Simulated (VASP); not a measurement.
Calculation: revPBE GGA, VASP's PBE PAW potentials (set 64) (plane waves; VASP).

A VASP calculation is set up with these files.

**POSCAR**
```
CsBr
1
    4.3256200000     0.0000000000     0.0000000000
    0.0000000000     4.3256200000     0.0000000000
    0.0000000000     0.0000000000     4.3256200000
Cs Br
1 1
Direct
  0.0000000000   0.0000000000   0.0000000000
  0.5000000000   0.5000000000   0.5000000000
```

File KPOINTS:
```
Automatic mesh
0
Gamma
6 6 6
0 0 0
```

INCAR:
```
# general
SYSTEM  = CsBr
PREC    = Accurate
ENCUT   = 300   # plane-wave cut-off (eV)
LREAL   = .FALSE.   # projection in real space or not
LASPH   = .TRUE.   # aspherical one-centre terms

# electronic loop
EDIFF   = 1E-6
NELM    = 100
ALGO    = Normal   # blocked Davidson
LMAXMIX = 4   # l cut-off of mixed one-centre charges

# smearing
ISMEAR  = 0   # Gaussian
SIGMA   = 0.01   # width (eV)

# functional
GGA     = RE

# ions
ISIF    = 2   # forces and stress, cell fixed

# output
LWAVE   = .FALSE.
LCHARG  = .FALSE.
```

POTCAR, in this order: Cs_sv Br (PBE.64 set). Program: vasp_std.

Output of the run:

OUTCAR:
```
 ion  position               nearest neighbor table
   1  0.000  0.000  0.000-
   2  0.500  0.500  0.500-
  LATTYP: Found a simple cubic cell.
 ALAT       =     4.3256200000
 Subroutine PRICEL returns:
 Original cell was already a primitive cell.
 Subroutine GETGRP returns: Found 48 space group operations
The static configuration has the point symmetry O_h .
The dynamic configuration has the point symmetry O_h .
 Subroutine INISYM returns: Found 48 space group operations
 Subroutine IBZKPT returns following result:
 Found     20 irreducible k-points:

 Following reciprocal coordinates:
            Coordinates               Weight
  0.000000  0.000000  0.000000      1.000000
  0.166667  0.000000  0.000000      6.000000
  0.333333  0.000000  0.000000      6.000000
  0.500000  0.000000  0.000000      3.000000
  0.166667  0.166667  0.000000     12.000000
  0.333333  0.166667  0.000000     24.000000
  0.500000  0.166667  0.000000     12.000000
  0.333333  0.333333  0.000000     12.000000
  0.500000  0.333333  0.000000     12.000000
  0.500000  0.500000  0.000000      3.000000
  0.166667  0.166667  0.166667      8.000000
  0.333333  0.166667  0.166667     24.000000
  0.500000  0.166667  0.166667     12.000000
  0.333333  0.333333  0.166667     24.000000
  0.500000  0.333333  0.166667     24.000000
  0.500000  0.500000  0.166667      6.000000
  0.333333  0.333333  0.333333      8.000000
  0.500000  0.333333  0.333333     12.000000
  0.500000  0.500000  0.333333      6.000000
  0.500000  0.500000  0.500000      1.000000
   k-points           NKPTS =     20   k-points in BZ     NKDIM =     20   number of bands    NBANDS=     12
   number of dos      NEDOS =    301   number of ions     NIONS =      2
   total plane-waves  NPLWV =  13824
   dimension x,y,z NGX =    24 NGY =   24 NGZ =   24
...
```

**OSZICAR**
```
       N       E                     dE             d eps       ncg     rms          rms(c)
DAV:   1     0.749772017894E+02    0.74977E+02   -0.48436E+03   480   0.744E+02
DAV:   2    -0.920050986311E+00   -0.75897E+02   -0.71724E+02   740   0.151E+02
DAV:   3    -0.581474583279E+01   -0.48947E+01   -0.48818E+01   592   0.434E+01
DAV:   4    -0.585728154432E+01   -0.42536E-01   -0.42522E-01   548   0.498E+00
DAV:   5    -0.585764402184E+01   -0.36248E-03   -0.36244E-03   592   0.434E-01    0.190E+00
DAV:   6    -0.562547031801E+01    0.23217E+00   -0.35943E-01   540   0.309E+00    0.123E+00
DAV:   7    -0.559386507382E+01    0.31605E-01   -0.20940E-01   600   0.240E+00    0.654E-01
DAV:   8    -0.560220032146E+01   -0.83352E-02   -0.16907E-02   520   0.947E-01    0.106E-01
DAV:   9    -0.560322017386E+01   -0.10199E-02   -0.27034E-03   588   0.345E-01    0.856E-02
DAV:  10    -0.560342708578E+01   -0.20691E-03   -0.28319E-04   528   0.140E-01    0.132E-02
DAV:  11    -0.560344165258E+01   -0.14567E-04   -0.48566E-05   588   0.449E-02    0.580E-03
DAV:  12    -0.560344354472E+01   -0.18921E-05   -0.12456E-05   524   0.246E-02    0.123E-03
DAV:  13    -0.560344363118E+01   -0.86457E-07   -0.21245E-07   392   0.387E-03
   1 F= -.56034436E+01 E0= -.56034436E+01  d E =-.201153E-76
```

File OUTCAR:
```
------------------------ aborting loop because EDIFF is reached ----------------------------------------
  FORCE on cell =-STRESS in cart. coord.  units (eV):
  Direction    XX          YY          ZZ          XY          YZ          ZX
  --------------------------------------------------------------------------------------
  Total        0.9036371      0.9036371      0.9036371      0.0000000     -0.0000000     -0.0000000
  in kB       17.8879076     17.8879076     17.8879076      0.0000000     -0.0000000     -0.0000000
  external PRESSURE =      17.8879076 kB  Pullay stress =       0.0000000 kB
  volume of cell :       80.94
      direct lattice vectors                 reciprocal lattice vectors
     4.325620000  0.000000000  0.000000000     0.231180732  0.000000000  0.000000000
     0.000000000  4.325620000  0.000000000     0.000000000  0.231180732  0.000000000
     0.000000000  0.000000000  4.325620000     0.000000000  0.000000000  0.231180732
 POSITION                                       TOTAL-FORCE (eV/Angst)
 -----------------------------------------------------------------------------------
      0.00000      0.00000      0.00000         0.000000      0.000000      0.000000
      2.16281      2.16281      2.16281         0.000000      0.000000      0.000000
 -----------------------------------------------------------------------------------
    total drift:                                0.000000      0.000000     -0.000000
  FREE ENERGIE OF THE ION-ELECTRON SYSTEM (eV)
  ---------------------------------------------------
  free  energy   TOTEN  =        -5.6034436312 eV

  energy  without entropy=       -5.6034436312  energy(sigma->0) =       -5.60344363
```
(Selected blocks of OUTCAR.)

At this cut-off the stress carries a Pulay error, which pulls relaxed volumes low.

The structure comes from a computed database's CsBr entry; how it stands against other phases isn't given here. The cell was not relaxed at this level.
